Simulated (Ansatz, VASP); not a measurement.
NaH: VASP beside Ansatz

File INCAR:

```
  PREC = Accurate
  ENCUT = 520
  EDIFF = 1E-7
  ISMEAR = -1
  SIGMA = 0.03
  LREAL = False
  LASPH = True
  NELM = 100
  ALGO = Normal
  ISIF = 2
  LWAVE = False
  LCHARG = False
  GGA = PS
  NBANDS = 11
```

File KPOINTS:

```
Automatic mesh
0
Gamma
  9 9 9
```

File POSCAR:

```
NaH
1.0
   -0.0488000000      2.4156000000      2.4156000000
    2.4156000000     -0.0488000000      2.4156000000
    2.4156000000      2.4156000000     -0.0488000000
Na H
1 1
Direct
    0.0000000000      0.0000000000      0.0000000000
    0.5000000000      0.5000000000      0.5000000000
```

Input for Ansatz:

```yaml
crystal:
  lattice:
    - [-0.0488, 2.4156, 2.4156]
    - [2.4156, -0.0488, 2.4156]
    - [2.4156, 2.4156, -0.0488]
  atoms:
    - { symbol: Na, position: [0.0, 0.0, 0.0] }
    - { symbol: H, position: [0.5, 0.5, 0.5] }
kpoints:
  mp_grid: { grid: [9, 9, 9] }
  band_path:
    path:
      - [0.0, 0.0, 0.0]
      - [0.5, 0.5, 0.5]
      - [0.2551801333, 0.5, 0.7448198667]
      - [-0.2551801333, 0.2551801333, 0.5]
      - [0.0, 0.0, 0.5]
      - [0.0, 0.0, 0.0]
      - [-0.3775900666, 0.0, 0.3775900666]
      - [0.0, 0.3775900666, 0.6224099334]
      - [0.0, 0.5, 0.5]
    npoints: 5
scf:
  occupations: { method: fermi_dirac, width: 0.03 }
hamiltonian:
  xc: pbesol
  pseudopotentials: { kind: all_electron, lapw: { basis_error: 0.001 } }
output:
  forces: true
  stress: true
  eigenvalues: true
```

Change from the starting cell: equal xy, yz and zx shear strains of -2 %.

Alike in both runs: task single point; functional PBEsol; k mesh 9 × 9 × 9; occupations fermi-dirac, width 0.03 eV; no spin polarisation.

|  | VASP | Ansatz |
| --- | --- | --- |
| version | VASP 6.6.1 | Ansatz 0.2.0 |
| potentials or method | VASP PAW PBE potentials, release 64 (Na_pv, H) | all-electron LAPW, scalar-relativistic |
| plane-wave cutoff (eV) | 520 | see its input |

```tsv
	VASP	Ansatz	Ansatz less VASP
gap on the k mesh at the Fermi level (eV)	3.75	3.75	+0.002
pressure (GPa)	-1.2	-1.2	+0.01
largest component of the traceless stress (GPa)	0.41	0.41	0.000
```

Ansatz ran all-electron here, so the differences hold the error of VASP's frozen core and of both bases.

Caveats: the PAW data sets were made with another functional, which shifts forces and pressure a little (VASP); an odd mesh through Γ misses points on the zone boundary, where band edges often lie.
